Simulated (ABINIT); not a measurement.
Crystal: Hf.

```xyz
2
Lattice="3.1967 0.0000 0.0000 -1.5983 2.7684 0.0000 0.0000 0.0000 5.0578" Properties=species:S:1:pos:R:3 pbc="T T T"
Hf    1.5984    0.9228    3.7934
Hf    0.0000    1.8456    1.2645
```

Program: ABINIT 10.8.3 (patched build). Alike in all runs: no spin polarisation; cell as given; smearing fermi-dirac 0.05 eV. Hardware: 1 thread of Arm Neoverse V1, with other jobs on the host.

Order these runs on this cell by their wall time, lowest first.
A. task band structure; level BP86; potentials or basis JTH PAW PBE v2.0; k mesh 10 × 10 × 5; cutoff (eV) 463; fine-grid cutoff 925.187 eV
B. task band structure; level LDA; potentials or basis PseudoDojo NC SR LDA v0.4.1 standard; k mesh 10 × 10 × 5; cutoff (eV) 789
C. task single point; level PBEsol; potentials or basis JTH PAW PBE v2.0; k mesh 8 × 8 × 4; cutoff (eV) 463; fine-grid cutoff 925.187 eV

C (16 s), A (42 s), B (110 s).

Runs at the PBE level aren't shown here.
